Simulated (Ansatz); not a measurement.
Crystal: BAs.

```
CELL_PARAMETERS angstrom
0.00000 2.38850 2.38850
2.38850 0.00000 2.38850
2.38850 2.38850 0.00000
ATOMIC_POSITIONS crystal
As 0.75000 0.75000 0.75000
B 0.00000 0.00000 0.00000
```

A run of Ansatz 0.2.0 on this cell left the log below. Logs are shortened: lines on timing, memory, paths and dates and some standing lists are left out, and cuts for length are marked.

```text
Warning: RAYON_NUM_THREADS=1 ignored (pool sized by the plan → 1); use --threads N
LAPW: plane waves up to 9.114 Å⁻¹, error target 1.0e-3 eV per atom; small_component_spin mean_spin; B in spheres of 0.854 Å, 5 of its electrons in bands, Dirac shells []; As in spheres of 1.214 Å, 23 of its electrons in bands, Dirac shells [] (how accurate: hamiltonian.pseudopotentials.lapw.basis_error, Limitations)
Engine: ansatz 0.2.0, x86_64-unknown-linux-gnu
Pseudopotentials: kind: all_electron
Pseudopotential: As, LAPW, valence charge 23, lapw/all_electron/scalar/gaussian/As, Koelling and Harmon's equation, gaussian nucleus
Pseudopotential: B, LAPW, valence charge 5, lapw/all_electron/scalar/gaussian/B, Koelling and Harmon's equation, gaussian nucleus
Functional definition: SPW92
  exchange = slater_x
  correlation = pw_c
Crystal: 2 atoms, lattice volume = 27.252 Å³
Basis set: ecut = 316.48008623462687 eV, 339 PW (Γ), exchange–correlation at level 2
Bands: 18, of which v1, the nominal top of the filled ones, is band 14 counted from 1 (13 counted from 0)
Symmetry: 24 space group operations
Space group: F-43m (ITA 216), of the structure as read, at distance tolerance 3.0e-5 Å
k-points: 47 of 1000 (time reversal used)
Non-local potential: As, projectors of the file, none
Non-local potential: B, projectors of the file, none
Initial density: superposition of atomic densities (chi_scale 0.1, normalization cell, long waves kept (reshape's long-wave potential 0.00 eV rms))
Initial wavefunctions: plane waves of lowest kinetic energy (no species holds an atomic orbital)
Functional: x = slater, c = lda
iter 1 solved again at ethr=6.68e-3 eV; its pass at ethr=1.00e-1 eV (dr2=1.87e0 eV) is discarded
SCF iter   1: F=—  HF=-62112.436118 eV  |F-HF|=—  |Δ(HF+E_count)|=         —  Δρ=7.21e-2  dr2=1.87e0  ethr=6.68e-3  ⟨swp⟩=2.0  Hψ=5638  notcnv=0
preconditioner: auto → none  [insulator: Δε(μ)=1.780 eV  Ē_g=12.405 eV  σ=0.050 eV  W_gap=1.00  n_scr=14 (ndim 8)  ℏωp=20.1 eV  f_vac=0.000  D(μ)=0.00/eV (n_scr^D=0)  ε∞_Penn≈3.6]
iter 2 solved again at ethr=5.49e-4 eV; its pass at ethr=6.68e-3 eV (dr2=1.54e-1 eV) is discarded
SCF iter   2: F=—  HF=-62111.795992 eV  |F-HF|=—  |Δ(HF+E_count)|=   6.40e-1  Δρ=2.40e-2  dr2=1.54e-1  ethr=5.49e-4  ⟨swp⟩=2.0  Hψ=4413  notcnv=0
SCF iter   3: F=—  HF=-62111.743182 eV  |F-HF|=—  |Δ(HF+E_count)|=   5.28e-2  Δρ=9.78e-3  dr2=2.10e-2  ethr=5.49e-4  ⟨swp⟩=2.0  Hψ=2399  notcnv=0
SCF iter   4: F=—  HF=-62111.737287 eV  |F-HF|=—  |Δ(HF+E_count)|=         —  Δρ=2.52e-3  dr2=1.37e-3  ethr=7.51e-5  ⟨swp⟩=2.0  Hψ=2287  notcnv=0
the basis was enlarged: its passes take 79.4 KiB over the memory plan, 1 of 1 planned eigensolver slots
SCF iter   5: F=—  HF=-62111.736381 eV  |F-HF|=—  |Δ(HF+E_count)|=   9.06e-4  Δρ=4.98e-4  dr2=3.34e-5  ethr=4.91e-6  ⟨swp⟩=2.5  Hψ=2246  notcnv=0
SCF iter   6: F=—  HF=-62111.736380 eV  |F-HF|=—  |Δ(HF+E_count)|=   8.96e-7  Δρ=6.45e-5  dr2=7.40e-7  ethr=1.19e-7  ⟨swp⟩=2.0  Hψ=2209  notcnv=0
SCF iter   7: F=-62111.736380 eV  HF=-62111.736380 eV  |F-HF|=4.80e-10  |Δ(HF+E_count)|=   8.26e-8  Δρ=2.77e-6  dr2=1.14e-9  ethr=2.64e-9  ⟨swp⟩=2.0  Hψ=2209  notcnv=0
SCF 1 converged in 7 iterations: F = -62111.736380 eV  dr2 = 1.14e-9
NSCF: frozen V_eff on 43 k-points
SCF converged after 7 iterations
Free energy (F): -62111.736380 eV
Harris-Foulkes:  -62111.736380 eV  (|F-HF|=4.80e-10)
Internal energy: -62111.736380 eV  (E = F + TS)
E sigma→0 (E₀):  -62111.736380 eV
Entropy (-TS):   -0.000000 eV (-0.000 meV/atom)
Fermi energy:    11.994363 eV
--- Per-component energies (eV) ---
  E_band       = -1572.491443
  E_kinetic    = 63452.547377
  E_xc         = -2303.095715
  E_electrostatic = -123261.188042  (all electrons and nuclei)
  E_smearing   = -0.000000  (= −TS)
  E_closure    = 0.000000  (closes the sum)
  E_atoms      = -62098.797274  (free atoms, spherical and without spin; not in F)
  Σ components = -62111.736380   (vs F -62111.736380, Δ=0.00e0)
  Basis errors (estimates in eV, not in F): energy 5.7e-4 per atom: plane waves 5.3e-4 (3.1e-4 summed), levels above the bands 2.3e-79, relativity 3.7e-9, radial functions 4.3e-5, core shells 2.1e-10; eigenvalues (radial functions only) 2.8e-6; not estimated: angular momenta, meshes, grids; target (lapw.basis_error) 1.0e-3; muffin-tin radii B 0.854 Å, As 1.214 Å
--- Forces (eV/Å), atoms counted from 1 ---
  atom   1  As     0.00000000     0.00000000    -0.00000000
  atom   2  B     -0.00000000    -0.00000000     0.00000000
  max |Σ_I F_I| component: 3.24e-17 eV/Å
--- Stress (GPa, compression-positive) ---
       -3.922103       0.000000      -0.000000
        0.000000      -3.922103       0.000000
       -0.000000       0.000000      -3.922103
  P = ⅓ Tr σ = -3.9221 GPa (-39.221 kbar)
--- Band table (eV; the first three rows and the last of 47) ---
  k-point 0: bands = ["-172.9353", "-160.1665", "-116.8530", "-116.8530", "-116.8530", "-24.4394", "-24.4394", "-24.4394", "-24.4159", "-24.4159", "-3.9424", "11.4461", "11.4461", "11.4461", "14.7009", "14.7009", "14.7009", "16.0956"]
  k-point 1: bands = ["-172.9353", "-160.1665", "-116.8530", "-116.8530", "-116.8530", "-24.4391", "-24.4386", "-24.4386", "-24.4158", "-24.4158", "-3.7790", "10.0572", "11.1455", "11.1455", "14.8318", "15.0967", "15.0967", "16.9722"]
  k-point 2: bands = ["-172.9353", "-160.1665", "-116.8530", "-116.8530", "-116.8530", "-24.4382", "-24.4368", "-24.4368", "-24.4156", "-24.4156", "-3.2972", "7.7006", "10.5732", "10.5732", "14.6198", "15.8117", "15.8117", "18.5628"]
  k-point 46: bands = ["-172.9352", "-160.1665", "-116.8531", "-116.8530", "-116.8530", "-24.4377", "-24.4304", "-24.4238", "-24.4191", "-24.4124", "0.3117", "3.4624", "6.0841", "6.3370", "15.9432", "16.2226", "19.2523", "19.2850"]
```

Question: Write the input and the command behind it.

Answer: Band structure with LDA, no spin polarisation. The files as run (others can give the same):

input.yaml
```yaml
crystal:
  lattice:
    - [0.0, 2.3885, 2.3885]
    - [2.3885, 0.0, 2.3885]
    - [2.3885, 2.3885, 0.0]
  atoms:
    - { symbol: As, position: [0.75, 0.75, 0.75] }
    - { symbol: B, position: [0.0, 0.0, 0.0] }
kpoints:
  mp_grid: { grid: [10, 10, 10] }
  band_path:
    path:
      - [0.0, 0.0, 0.0]
      - [0.5, 0.0, 0.5]
      - [0.5, 0.25, 0.75]
      - [0.375, 0.375, 0.75]
      - [0.0, 0.0, 0.0]
      - [0.5, 0.5, 0.5]
      - [0.625, 0.25, 0.625]
      - [0.5, 0.25, 0.75]
    npoints: 6
scf:
  occupations: { method: fermi_dirac, width: 0.05 }
hamiltonian:
  xc: lda
  pseudopotentials: { kind: all_electron, lapw: { basis_error: 0.001 } }
output:
  forces: true
  stress: true
  eigenvalues: true
```

Potentials or basis: all-electron LAPW, scalar-relativistic.
Command:
```console
$ ansatz run input.yaml --threads 1 --pin off --max-ram 3072MiB --backend cpu --events-out ev --progress --plain --runs-dir out
```
